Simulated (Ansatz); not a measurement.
## TiCo: strain energy, fitted

TiCo, Pm-3m, a = 2.986 Å. The structure is a Materials Project entry; whether it is the stable form wasn't checked. Ansatz: PBE, PAW, 420 eV, Γ-centred 18×18×18 mesh on 2 atoms, Gaussian smearing 0.10 eV; collinear spin, largest moment 1.0 μB. Series: uniaxial strain along a, with b, c and atoms relaxed; x is the strain in per cent. y is the free energy over the unstrained cell, V0 = 13.306 Å³/atom.

| x (%) | y (meV/atom) |
| --- | --- |
| -3.0 | 7.24 |
| -2.0 | 3.21 |
| -1.0 | 0.77 |
| 0.0 | 0.00 |
| 1.0 | 0.77 |
| 2.0 | ? |
| 3.0 | 6.43 |

Fit y = c2 x² + c3 x³ to the other rows, turn c2 into a modulus, and predict the missing energy.

Least squares on the rows shown. y = 0.7607 x² − 0.01523 x³. In eV per unit strain² c2 is 7.607; this is Young's modulus along the axis (E = ½ Y V0 ε²): 2 × 7.607 × 160.2 / (13.306) = 183 GPa. At x = 2.0 the fit asked for gives 2.92 meV/atom. The run gave 2.95 meV/atom, so the fit is 0.03 meV/atom too low, within twice the rms miss on the fitted rows (0.02 meV/atom).